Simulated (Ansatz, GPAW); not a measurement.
## A script for CuI (PBE in single-zeta orbitals)

These are simulated results from GPAW 26.7.0, not measurements. The cell was built from a prototype and was relaxed with r2SCAN in plane waves (Ansatz 0.2.0). Not every such cell is a known phase. All runs are without spin polarisation.

Space group Fm-3m (No. 225), cubic; conventional cell a = 5.712 Å, 23.30 Å³ an atom. Cu has 6 I at 2.86 Å; I has 6 Cu at 2.86 Å.

The basis is minimal: single zeta, one radial function for each shell that the log's basis lists. It describes the filled bands fairly and the empty ones poorly.

The script, run.py:

```python
import json
from ase import Atoms
from gpaw import GPAW, PW, FermiDirac

atoms = Atoms(['Cu', 'I'],
              cell=[[0.0, 2.85611035, 2.85611035], [2.85611035, 0.0, 2.85611035], [2.85611035, 2.85611035, 0.0]],
              scaled_positions=[[0.0, 0.0, 0.0], [0.5, 0.5, 0.5]],
              pbc=True)
calc = GPAW(mode='lcao', basis='sz(dzp)', h=0.2, xc='PBE', kpts={'size': (6, 6, 6), 'gamma': True},
            occupations=FermiDirac(0.02), maxiter=100, legacy_gpaw=True, txt='gpaw.txt')
atoms.calc = calc
res = {'energy': atoms.get_potential_energy(force_consistent=True)}
res['electrons'] = calc.get_number_of_electrons()
res['k'] = calc.get_ibz_k_points().tolist()
res['levels'] = [calc.get_eigenvalues(kpt=i).tolist() for i in range(len(res['k']))]
points = [[0.0, 0.0, 0.0], [0.5, 0.0, 0.5], [0.625, 0.25, 0.625], [0.375, 0.375, 0.75], [0.5, 0.5, 0.5], [0.5, 0.25, 0.75]]
bands = calc.fixed_density(kpts=points, symmetry='off', txt='bands.txt')
res['points'] = [bands.get_eigenvalues(kpt=i).tolist() for i in range(len(points))]
json.dump(res, open('results.json', 'w'))
print('free energy (eV):', round(res['energy'], 5))
```

Command: `python run.py`. It took 3.1 s on 1 thread of Intel(R) Xeon(R) Platinum 8488C (Sapphire Rapids), with other jobs on the host, peak memory 0.14 GiB.

The log gpaw.txt, trimmed of paths, versions and times, then the last line on the terminal. An iter line gives the energy in eV and the logarithms of the changes of orbitals (plane waves alone) and density (c: converged):

```
___ ___ ___ _ _ _
 |   |   |_  | | | |

 | | | | | . | | | |

 |__ |  _|___|_____|  26.7.0
 |___|_|

Input parameters:
  basis: sz(dzp)
  h: 0.2
  kpts: {gamma: True,
         size: (6, 6, 6)}
  maxiter: 100
  mode: lcao
  occupations: {fixmagmom: False,
                name: fermi-dirac,
                width: 0.02}
  xc: PBE

System changes: positions, numbers, cell, pbc, initial_charges, initial_magmoms

Initialize ...

species:
  Cu:
    name:    Copper
    Z:       29.0
    valence: 11
    core:    18
    charge:  0.0  # [|e|]
    compensation charges:
      type: gauss
      rc: 0.33  # [Å]
      lmax: 2
    cutoffs:
      filter: 2.06  # [Å]
      core: 2.43  # [Å]
    projectors
    | kind |    occ | energy [eV] | rcut [Å] |

    |------|--------|-------------|----------|

    |   4s |  1.000 |      -4.609 |    1.164 |

    |   4p |  0.000 |      -0.698 |    1.164 |

    |   3d | 10.000 |      -5.039 |    1.058 |

    |    s |        |      22.603 |    1.164 |

    |    p |        |      26.513 |    1.164 |

    |    d |        |      22.172 |    1.058 |

    LCAO basis set for Cu:
      Name: sz(dzp)
      Number of radial functions: 2
      Number of spherical harmonics: 6
        l=0, rc=8.9688 Bohr: 4s-sz confined orbital
        l=2, rc=5.1719 Bohr: 3d-sz confined orbital
      Number of RI-basis functions 0

  I:
    name:    Iodine
    Z:       53.0
    valence: 7
    core:    46
    charge:  0.0  # [|e|]
    compensation charges:
      type: gauss
      rc: 0.37  # [Å]
      lmax: 2
    cutoffs:
      filter: 2.06  # [Å]
      core: 2.90  # [Å]
    projectors
    | kind |    occ | energy [eV] | rcut [Å] |

    |------|--------|-------------|----------|

    |   5s |  2.000 |     -17.382 |    1.164 |

    |   5p |  5.000 |      -7.088 |    1.164 |

    |    s |        |       9.829 |    1.164 |

    |    p |        |      20.123 |    1.164 |

    |    d |        |       0.000 |    1.164 |

    LCAO basis set for I:
      Name: sz(dzp)
      Number of radial functions: 2
      Number of spherical harmonics: 4
        l=0, rc=5.8750 Bohr: 5s-sz confined orbital
        l=1, rc=7.5156 Bohr: 5p-sz confined orbital
      Number of RI-basis functions 0

Reference energy: -238562.247507  # eV

Spin-paired calculation

Convergence criteria:
 Maximum [total energy] change in last 3 cyles: 0.0005 eV / valence electron
 Maximum integral of absolute [dens]ity change: 0.0001 electrons / valence electron
 Maximum integral of absolute [eigenst]ate change: 4e-08 eV^2 / valence electron
 Maximum number of scf [iter]ations: 100
 (Square brackets indicate name in SCF output, whereas a 'c' in
 the SCF output indicates the quantity has converged.)

Symmetries present (total): 48

  ( 1  0  0)  ( 1  0  0)  ( 1  0  0)  ( 1  0  0)  ( 1  0 -1)  ( 1  0 -1)
  ( 1  0 -1)  ( 1 -1  0)  ( 0  1  0)  ( 0  0  1)  ( 1  0  0)  ( 1 -1  0)
  ( 1 -1  0)  ( 1  0 -1)  ( 0  0  1)  ( 0  1  0)  ( 1 -1  0)  ( 1  0  0)

  ( 1  0 -1)  ( 1  0 -1)  ( 1 -1  0)  ( 1 -1  0)  ( 1 -1  0)  ( 1 -1  0)
  ( 0  1 -1)  ( 0  0 -1)  ( 1  0  0)  ( 1  0 -1)  ( 0 -1  1)  ( 0 -1  0)
  ( 0  0 -1)  ( 0  1 -1)  ( 1  0 -1)  ( 1  0  0)  ( 0 -1  0)  ( 0 -1  1)

  ( 0  1  0)  ( 0  1  0)  ( 0  1  0)  ( 0  1  0)  ( 0  1 -1)  ( 0  1 -1)
  ( 1  0  0)  ( 0  1 -1)  ( 0  0  1)  (-1  1  0)  ( 1  0 -1)  ( 0  1  0)
  ( 0  0  1)  (-1  1  0)  ( 1  0  0)  ( 0  1 -1)  ( 0  0 -1)  (-1  1  0)

  ( 0  1 -1)  ( 0  1 -1)  ( 0  0  1)  ( 0  0  1)  ( 0  0  1)  ( 0  0  1)
  ( 0  0 -1)  (-1  1  0)  ( 1  0  0)  ( 0  1  0)  ( 0 -1  1)  (-1  0  1)
  ( 1  0 -1)  ( 0  1  0)  ( 0  1  0)  ( 1  0  0)  (-1  0  1)  ( 0 -1  1)

  ( 0  0 -1)  ( 0  0 -1)  ( 0  0 -1)  ( 0  0 -1)  ( 0 -1  1)  ( 0 -1  1)
  ( 1  0 -1)  ( 0  1 -1)  ( 0 -1  0)  (-1  0  0)  ( 1 -1  0)  ( 0  0  1)
  ( 0  1 -1)  ( 1  0 -1)  (-1  0  0)  ( 0 -1  0)  ( 0 -1  0)  (-1  0  1)

  ( 0 -1  1)  ( 0 -1  1)  ( 0 -1  0)  ( 0 -1  0)  ( 0 -1  0)  ( 0 -1  0)
  ( 0 -1  0)  (-1  0  1)  ( 1 -1  0)  ( 0  0 -1)  ( 0 -1  1)  (-1  0  0)
  ( 1 -1  0)  ( 0  0  1)  ( 0 -1  1)  (-1  0  0)  ( 1 -1  0)  ( 0  0 -1)

  (-1  1  0)  (-1  1  0)  (-1  1  0)  (-1  1  0)  (-1  0  1)  (-1  0  1)
  ( 0  1  0)  ( 0  1 -1)  (-1  0  1)  (-1  0  0)  ( 0  0  1)  ( 0 -1  1)
  ( 0  1 -1)  ( 0  1  0)  (-1  0  0)  (-1  0  1)  ( 0 -1  1)  ( 0  0  1)

  (-1  0  1)  (-1  0  1)  (-1  0  0)  (-1  0  0)  (-1  0  0)  (-1  0  0)
  (-1  1  0)  (-1  0  0)  ( 0  0 -1)  ( 0 -1  0)  (-1  1  0)  (-1  0  1)
  (-1  0  0)  (-1  1  0)  ( 0 -1  0)  ( 0  0 -1)  (-1  0  1)  (-1  1  0)

216 k-points: 6 x 6 x 6 Monkhorst-Pack grid + [1/12,1/12,1/12]
16 k-points in the irreducible part of the Brillouin zone
       k-points in crystal coordinates                weights
   0:     0.00000000    0.00000000    0.00000000          1/216
   1:     0.16666667    0.16666667    0.00000000          6/216
   2:     0.16666667    0.16666667    0.16666667          8/216
   3:     0.33333333    0.16666667    0.16666667         12/216
   4:     0.33333333    0.33333333   -0.33333333         12/216
   5:     0.33333333    0.33333333    0.00000000          6/216
   6:     0.33333333    0.33333333    0.16666667         24/216
   7:     0.33333333    0.33333333    0.33333333          8/216
   8:     0.50000000    0.33333333   -0.33333333         24/216
   9:     0.50000000    0.33333333   -0.16666667         12/216
          ...
  15:     0.50000000    0.50000000    0.50000000          4/216

Wave functions: LCAO
  Diagonalizer: Serial LAPACK
  Atomic Correction: dense with blas
  Data-type: complex

Occupation numbers: Fermi-Dirac:
  width: 0.0200  # eV

Eigensolver
   LCAO using direct dense diagonalizer

Densities:
  Coarse grid: 16*16*16 grid
  Fine grid: 32*32*32 grid
  Total Charge: 0.000000

Density mixing:
  Method: separate
  Backend: msr1
  Linear mixing parameter: 0.05
  old densities: 10
  Width of damping distribution: 1.1
  Damping of long wavelength oscillations: 20

Hamiltonian:
  XC and Coulomb potentials evaluated on a 32*32*32 grid
  Using the PBE Exchange-Correlation functional
  Interpolation: tri-quintic (5. degree polynomial)
  Poisson solver: FastPoissonSolver using
    Stencil: 12*3+1=37 point O(h^6) finite-difference Laplacian
    FFT axes: [np.int64(0), np.int64(1), np.int64(2)]
    FST axes: []

XC parameters: PBE with 2 nearest neighbor stencil

Memory estimate:
  Process memory now: 111.97 MiB
  Calculator: 8.86 MiB
    Density: 6.65 MiB
      Arrays: 0.81 MiB
      Localized functions: 5.22 MiB
      Mixer: 0.62 MiB
    Hamiltonian: 0.92 MiB
      Arrays: 0.53 MiB
      XC: 0.00 MiB
      Poisson: 0.00 MiB
      vbar: 0.39 MiB
    Wavefunctions: 1.28 MiB
      C [qnM]: 0.02 MiB
      S, T [2 x qmm]: 0.05 MiB
      P [aqMi]: 0.00 MiB
      BasisFunctions: 1.20 MiB
      Eigensolver: 0.00 MiB

Total number of cores used: 1

Number of atoms: 2
Number of atomic orbitals: 10
Number of bands in calculation: 10
Number of valence electrons: 18
Bands to converge: occupied
Positions:
   0 Cu     0.000000    0.000000    0.000000    ( 0.0000,  0.0000,  0.0000)
   1 I      2.856110    2.856110    2.856110    ( 0.0000,  0.0000,  0.0000)

Unit cell:
           periodic     x           y           z      points  spacing
  1. axis:    yes    0.000000    2.856110    2.856110    16     0.2061
  2. axis:    yes    2.856110    0.000000    2.856110    16     0.2061
  3. axis:    yes    2.856110    2.856110    0.000000    16     0.2061

  Lengths:   4.039150   4.039150   4.039150
  Angles:   60.000000  60.000000  60.000000

Effective grid spacing dv^(1/3) = 0.2249

iter:   1    -2.669211        c
iter:   2    -2.650302        c -1.58
iter:   3    -2.525360        c -1.60
iter:   4    -2.520884        c -2.54
iter:   5    -2.520188c       c -2.76
iter:   6    -2.520175c       c -3.54
iter:   7    -2.520148c       c -3.88
iter:   8    -2.520147c       c -4.78c

Converged after 8 iterations.

Energy contributions relative to reference atoms: (reference = -238562.247507)

Kinetic:        +98.584961
Potential:      -87.341007
External:        +0.000000
XC:             -13.819934
Entropy (-ST):   -0.001458
Local:           +0.056562
SIC:             +0.000000
--------------------------
Free energy:     -2.520876
Extrapolated:    -2.520147

Showing only first 2 kpts
 Kpt  Band  Eigenvalues  Occupancy
  0     7      6.77765    2.00000
  0     8      6.77765    2.00000
  0     9      7.74055    2.00000

  1     7      6.95037    2.00000
  1     8      6.97002    2.00000
  1     9      9.91989    0.00000

Fermi level: 8.20191

No gap
No difference between direct/indirect transitions

free energy (eV): -2.52088
```

The gap in the log is over the mesh alone; results.json adds the listed points. PBE in single-zeta orbitals gives no gap (an overlap of 1.03 eV at the points read). On the same cell, plane-wave PBE (Ansatz, 8×8×8 k points and the special points) gives no gap (an overlap of 0.48 eV at the points read) and r2SCAN no gap (an overlap of 0.11 eV at the points read); on shared hosts these took about 1.7 and 4.2 core-seconds on the 2-atom cell, against 3.1 for the script. Spin-orbit coupling, left out in all these runs, can cut or reorder the gap by tenths of an eV, up to about 1 eV with Pb or Bi.

Spin-orbit coupling is left out, which matters wherever the heavy atoms make up the band edges.
